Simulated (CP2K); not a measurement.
Runs of CP2K 2026.2 on SiC (Moissanite). It takes space group P6_3mc (No. 186, hexagonal). Conventional cell: a = 3.076 Å, b = 3.076 Å, c = 5.048 Å, α = 90.00°, β = 90.00°, γ = 120.00°. Around Si (site symmetry 3m) lie 4 C at 1.87 to 1.94 Å. C (site symmetry 3m) has 4 Si at 1.87 to 1.94 Å as nearest neighbours. 

```csv
level,gap on the mesh (eV),pressure (GPa),largest force (eV/Å)
r2SCAN,2.93,1.0,(b)
PBEsol,2.40,2.3,0.77
LDA,2.38,2.4,0.77
revPBE,2.63,3.5,0.76
AM05,2.40,2.3,0.77
BLYP,2.92,(a),0.76
```

Alike in all rows: task single point; potentials or basis POTENTIAL_UZH Si GTH-PBE-q4, C GTH-PBE-q4; TZVP-MOLOPT-PBE-GTH basis; no spin polarisation; cell as given; k mesh 10 × 10 × 5; smearing fermi-dirac 0.05 eV.

Question: Fill in the values left out.

Answer: (a) 6.5; (b) 0.80.

Caveats: the potentials were made for another functional, which shifts forces and pressure; an odd mesh through Γ misses points on the zone boundary, where band edges often lie; the basis of atomic orbitals isn't converged, which shifts pressures, moduli and gaps.

Runs at the PBE level aren't shown here.
